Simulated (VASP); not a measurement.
A run of VASP 6.6.1:

File INCAR:

```
PREC = Accurate
ENCUT = 520
EDIFF = 1E-7
ISMEAR = 0
SIGMA = 0.1
LREAL = False
LASPH = True
NELM = 100
ALGO = Normal
ISIF = 2
LWAVE = False
LCHARG = False
GGA = PE
NBANDS = 16
```

KPOINTS

```
regular mesh
0
Gamma
  6 4 6
```

POSCAR

```
Si
1.0
    3.8491894894      0.0000000000      0.0000000000
    0.0000000000      5.4435759800      0.0000000000
    0.0000000000      0.0000000000      3.8905619349
Si
4
Direct
    0.0000000000      0.0000000000      0.0000000000
    0.5000000000      0.5000000000      0.5000000000
    0.0000000000      0.2500000000      0.5000000000
    0.5000000000      0.7500000000      0.0000000000
```

Potentials or basis: VASP PAW PBE potentials, release 64 (Si).

Run with:

```console
$ cat potpaw_PBE.64/Si/POTCAR > POTCAR
$ mpirun -np 1 vasp_std > vasp.out
```

Hardware: 1 thread of Intel(R) Xeon(R) Platinum 8488C (Sapphire Rapids) (shared host).

Q: How long does it take, and how much memory?

A: Wall time 50 s on 1 thread of Intel(R) Xeon(R) Platinum 8488C (Sapphire Rapids), with other jobs on the host, peak memory 0.19 GiB. Counts: scf iterations 14, k points 48.
